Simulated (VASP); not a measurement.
Set up this calculation in VASP 6.6.1, as the native input.

```
Task                   : atomic charges
Functional             : PBE
Potentials or basis    : VASP PAW PBE potentials, release 64 (Si, Se)
Cutoff                 : 520 eV
k mesh                 : 9 × 9 × 7
Occupations            : gaussian, width 0.02 eV
Spin                   : no spin polarisation
Further INCAR settings : ALGO = Normal; EDIFF = 1e-06
```

The structure of SiSe lies in POSCAR:

```
SiSe
1.0
    3.5952000000      0.0000000000      0.0000000000
   -1.7976000000      3.1135300000      0.0000000000
    0.0000000000      0.0000000000      3.5987300000
Si Se
1 1
Direct
    0.6666700000      0.3333300000      0.5000000000
    0.0000000000      0.0000000000      0.0000000000
```

The cell was built by a generator and needn't be a form met in nature.

The input as run:

INCAR

```
SYSTEM = SiSe
  ALGO = Normal
  EDIFF = 1E-6
  ENCUT = 520
  GGA = PE
  ISIF = 2
  ISMEAR = 0
  LASPH = .True.
  LCHARG = .True.
  LELF = .True.
  LORBIT = 11
  LREAL = .False.
  LVHAR = .True.
  LWAVE = .False.
  NELM = 60
  PREC = Accurate
  SIGMA = 0.02
```

KPOINTS

```
k-points
0
Gamma
  9 9 7
  0 0 0
```

Potentials or basis: VASP PAW PBE potentials, release 64 (Si, Se).

The run is started by

```bash
$ cat potpaw_PBE.64/Si/POTCAR potpaw_PBE.64/Se/POTCAR > POTCAR
$ mpirun -np 1 vasp_std > vasp.out
```

It gave:

The pressure is 0.6 GPa and the band gap on the k mesh is none (metal or under the smearing width). The valence electrons inside the program's atomic spheres are Si 1.49; Se 3.78.

Run time: 15 s on 1 thread of AMD EPYC 9R45 96-Core Processor (Zen 5) (shared host), peak memory 0.15 GiB.
